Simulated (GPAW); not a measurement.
# Si (Fd-3m) in GPAW: single point with PBE

Aim: the single point of Si with PBE.

Program: GPAW 26.7.0. These are calculated values, not measurements. Logs are shortened: lines on timing, memory, paths and dates and some standing lists are left out, and cuts for length are marked. The log counts tension as positive stress, the text compression.

**1. The crystal as given**

Symmetry: Fd-3m, No. 227, cubic system. Conventional cell: a = 5.444 Å, b = 5.444 Å, c = 5.444 Å, α = 90.00°, β = 90.00°, γ = 90.00°. Si (site symmetry -43m) has 4 Si at 2.36 Å as nearest neighbours.

**2. Single point, PBE**

The input, run.py:

```python
from ase import Atoms
from ase.dft.bandgap import bandgap
from ase.io import write
from ase.units import GPa
from gpaw import GPAW, PW

atoms = Atoms(['Si', 'Si'],
              cell=[[0.0, 2.7218511865, 2.7218511865],
                    [2.7218511865, 0.0, 2.7218511865],
                    [2.7218511865, 2.7218511865, 0.0]],
              scaled_positions=[[0.5, 0.5, 0.5],
                                [0.75, 0.75, 0.75]],
              pbc=True)

calc = GPAW(mode=PW(450),
            xc='PBE',
            kpts={'size': (7, 7, 7), 'gamma': True},
            occupations={'name': 'fermi-dirac', 'width': 0.05},
            nbands=11,
            maxiter=120,
            txt='gpaw.txt')
atoms.calc = calc
energy = atoms.get_potential_energy()
forces = atoms.get_forces()
stress = atoms.get_stress()
calc.write('gs.gpw')
write('result.traj', atoms)
print(f'Energy: {energy:.6f} eV')
print('Forces (eV/A):')
print(forces.round(4))
print('Stress (GPa):', (stress / GPa).round(3))
print('Fermi level:', round(calc.get_fermi_level(), 4), 'eV')
print(f'Gap: {bandgap(calc)[0]:.4f} eV, direct: {bandgap(calc, direct=True)[0]:.4f} eV')
```

Potentials or basis: GPAW PAW data sets (gpaw-data 1.2.1), pw.

Started as:

```bash
> OMP_NUM_THREADS=1 python run.py
```

gpaw.txt:

```text
__  _  _
 | _ |_)|_||  |
 |__||  | ||/\| - 26.7.0

Input parameters:
  mode=PW(ecut=450.00000000000006),
  kpts=MonkhorstPack(size=(7, 7, 7), gamma=True),
  maxiter=120,
  nbands=11,
  occupations=Occupations(name='fermi-dirac', width=0.05),
  xc=XC(name='PBE')

Diagonalizing LCAO Hamiltonian
Converting LCAO to pw mode

           Si

       Si

Atoms  # Å, Bohr magnetons
|   | symbol |        x |        y |        z |    initial magnetic moments |
|---|--------|----------|----------|----------|-----------------------------|
| 0 |     Si | 2.721851 | 2.721851 | 2.721851 | ( 0.0000,  0.0000,  0.0000) |
| 1 |     Si | 4.082777 | 4.082777 | 4.082777 | ( 0.0000,  0.0000,  0.0000) |

Unit cell  # Å
| periodic |        x |        y |        z |  lengths |    angles |
|----------|----------|----------|----------|----------|-----------|
|      yes | 0.000000 | 2.721851 | 2.721851 | 3.849279 | 60.000000 |
|      yes | 2.721851 | 0.000000 | 2.721851 | 3.849279 | 60.000000 |
|      yes | 2.721851 | 2.721851 | 0.000000 | 3.849279 | 60.000000 |

Number of symmetries: 24
Symmetry operations  # r_c * U_cc + t_c -> r_c
|    | kind |            matrix            |
|----|------|------------------------------|
|  0 |  E   |  1, 0, 0,  0, 1, 0,  0, 0, 1 |
|  1 |  σ   |  1, 0, 0,  0, 0, 1,  0, 1, 0 |
|  2 |  σ   |  1, 0,-1,  0, 1,-1,  0, 0,-1 |
|  3 |  C3  |  1, 0,-1,  0, 0,-1,  0, 1,-1 |
|  4 |  C3  |  1,-1, 0,  0,-1, 1,  0,-1, 0 |
|  5 |  σ   |  1,-1, 0,  0,-1, 0,  0,-1, 1 |
|  6 |  σ   |  0, 1, 0,  1, 0, 0,  0, 0, 1 |
|  7 |  C3  |  0, 1, 0,  0, 0, 1,  1, 0, 0 |
|  8 |  C2  |  0, 1,-1,  1, 0,-1,  0, 0,-1 |
|  9 |  S4  |  0, 1,-1,  0, 0,-1,  1, 0,-1 |
| 10 |  C3  |  0, 0, 1,  1, 0, 0,  0, 1, 0 |
| 11 |  σ   |  0, 0, 1,  0, 1, 0,  1, 0, 0 |
| 12 |  S4  |  0, 0,-1,  1, 0,-1,  0, 1,-1 |
| 13 |  C3  |  0, 0,-1,  0, 1,-1,  1, 0,-1 |
| 14 |  S4  |  0,-1, 1,  1,-1, 0,  0,-1, 0 |
| 15 |  C2  |  0,-1, 1,  0,-1, 0,  1,-1, 0 |
| 16 |  C3  |  0,-1, 0,  1,-1, 0,  0,-1, 1 |
| 17 |  S4  |  0,-1, 0,  0,-1, 1,  1,-1, 0 |
| 18 |  S4  | -1, 1, 0, -1, 0, 1, -1, 0, 0 |
| 19 |  C3  | -1, 1, 0, -1, 0, 0, -1, 0, 1 |
| 20 |  C3  | -1, 0, 1, -1, 1, 0, -1, 0, 0 |
| 21 |  S4  | -1, 0, 1, -1, 0, 0, -1, 1, 0 |
| 22 |  σ   | -1, 0, 0, -1, 1, 0, -1, 0, 1 |
| 23 |  C2  | -1, 0, 0, -1, 0, 1, -1, 1, 0 |

BZ-sampling:
  Number of BZ points: 343
  Number of IBZ points: 20

  Monkhorst-Pack size: [7, 7, 7]
  Monkhorst-Pack shift: [0, 0, 0]

K-points  # in reciprocal-cell coordinates
|     |                                coordinates |     weight |
|-----|--------------------------------------------|------------|
|   0 | (  0.00000000,   0.00000000,   0.00000000) | 0.00291545 |
|   1 | (  0.14285714,   0.14285714,   0.00000000) | 0.01749271 |
|   2 | (  0.14285714,   0.14285714,   0.14285714) | 0.02332362 |
|   3 | (  0.28571429,   0.14285714,   0.14285714) | 0.03498542 |
|   4 | (  0.28571429,   0.28571429,   0.00000000) | 0.01749271 |
|   5 | (  0.28571429,   0.28571429,   0.14285714) | 0.06997085 |
|   6 | (  0.28571429,   0.28571429,   0.28571429) | 0.02332362 |
|   7 | (  0.42857143,  -0.28571429,  -0.28571429) | 0.03498542 |
|   8 | (  0.42857143,   0.28571429,  -0.42857143) | 0.13994169 |
|   9 | (  0.42857143,   0.28571429,  -0.28571429) | 0.06997085 |
| ... |                                            |            |
|  19 | (  0.42857143,   0.42857143,   0.42857143) | 0.02332362 |

Plane wave coefficients: 893
Cutoff: 450.00000000000006 eV

Spin-components: 1 (collinear spins)
Bands:           11
Projectors:      10
Spin-degeneracy: 2
Datatype:        complex128

Parallelization:
  kpt:    1
  domain: 1
  band:   1

Density:
  Valence electrons: 8.0
  Components: 1
  Grid points: [20 20 20]
  Charge: 0.0  # |e|

Potential:
  Grid points: [20 20 20]

species:
  Si:
    name:    Silicon
    Z:       14.0
    valence: 4
    core:    10
    charge:  0.0  # [|e|]
    compensation charges:
      type: gauss
      rc: 0.33  # [Å]
      lmax: 2
    cutoffs:
      filter: 1.86  # [Å]
      core: 2.06  # [Å]
    projectors
    | kind |    occ | energy [eV] | rcut [Å] |
    |------|--------|-------------|----------|
    |   3s |  2.000 |     -10.812 |    1.058 |
    |   3p |  2.000 |      -4.081 |    1.058 |
    |    s |        |      16.399 |    1.058 |
    |    p |        |      23.130 |    1.058 |
    |    d |        |       0.000 |    1.058 |

    Using partial waves for Si as LCAO basis

Reference energy: -15772.688500  # eV

eigensolver:
  PPCG
  Converge bands: occupied
  niter=2

density mixing:
  MSR1-Mixer
  Pratt-step length: 0.05
  Maximum mixing coefficient: 0.75
  Old densities: 10
  SVD Regularization: 0.005
  Good broyden scale: 1.0
  Trust region scale: 1.0
  Backstep threshold: 4.0
  History deletion threshold: 6.0
  Fourier metric: weight=20.0, sigma=0.015

occupation numbers:
  Fermi-Dirac:
    width: 0.0500  # eV

poisson solver:
  ecut: 3600.0000000000005  # eV

xc functional:
  name: PBE with 2 nearest neighbor stencil

convergence criteria:
- Maximum [total energy] change in last 3 cyles: 0.0005 eV / valence electron
- Maximum integral of absolute [dens]ity change: 0.0001 electrons / valence electron
- Maximum integral of absolute [eigenst]ate change: 4e-08 eV^2 / valence electron
maximum number of iterations: 120

SCF iterations
|iter     | |      energy | eigst |  dens |
|---------|-|-------------|-------|-------|
|iter:   1| |  -10.879794 | -0.08 |       |
|iter:   2| |  -10.870547 | -2.53 | -0.81 |
|iter:   3| |  -10.786429 | -2.25 | -0.83 |
|iter:   4| |  -10.786138 | -3.18 | -1.45 |
|iter:   5| |  -10.786262c| -5.06 | -2.34 |
|iter:   6| |  -10.786268c| -6.66 | -3.28 |
|iter:   7| |  -10.786270c| -7.59c| -3.70 |
|iter:   8| |  -10.786270c| -8.29c| -4.87c|

Converged in 8 steps
Energy contributions relative to reference atoms: (reference = -15772.688500)

Energy contributions:
  Kinetic:          14.867962
  Coulomb:         -13.099923
  Zero:             -0.024269
  External:          0.000000
  Xc:              -12.530014
  Entropy:          -0.000050
  Spinorbit:         0.000000
  ----------------------------
  Free energy:     -10.786295
  Extrapolated:    -10.786270

dipole moment: (3.539065, 3.539065, 3.539065)  # |e|*Ang

Fermi level: 5.521
Eigenvalues  # (at kpt = [0.000, 0.000, 0.000])
| band index |      eig [eV] | occ [0-2] |
|------------|---------------|-----------|
|          0 |        -6.670 |     2.000 |
|          1 |         5.247 |     1.992 |
|          2 |         5.247 |     1.992 |
|          3 |         5.247 |     1.992 |
|          4 |         7.802 |     0.000 |
|          5 |         7.802 |     0.000 |
|          6 |         7.802 |     0.000 |
|          7 |         8.526 |     0.000 |
|          8 |        12.960 |     0.000 |
|          9 |        12.960 |     0.000 |
|         10 |        13.202 |     0.000 |

Gap: 0.582 eV
Transition (v -> c):
  (s=0, k=0, n=3, [0.00, 0.00, 0.00]) -> (s=0, k=16, n=4, [0.43, 0.43, 0.00])
Direct/indirect transitions are different
Direct gap: 2.554 eV
Transition at: (s=0, k=0, n=3, [0.00, 0.00, 0.00])

Forces  # eV/Ang
|        x |       y |        z |
|----------|---------|----------|
|  0.00000 | 0.00000 | -0.00000 |  # Si   0
| -0.00000 | 0.00000 | -0.00000 |  # Si   1

Stress tensor  # eV/Ang^3
|         x |         y |         z |
|-----------|-----------|-----------|
| -0.010124 | -0.000000 |  0.000000 |
| -0.000000 | -0.010124 |  0.000000 |
|  0.000000 |  0.000000 | -0.010124 |

# Writing to gs.gpw (mode='')
```

It took 3.8 s on 1 thread of Arm Neoverse V1, shared host; peak memory 0.15 GiB.

What came out:

| Item | Value |
| --- | --- |
| Free energy | -10.7863 eV |
| Pressure | 1.6 GPa |
| Band gap on the k mesh | 0.58 eV, indirect (least direct gap 2.55 eV) |

Caveat: the cutoff is short for stress and forces, so pressures can be off by a GPa or more; an odd mesh through Γ misses points on the zone boundary, where band edges often lie.
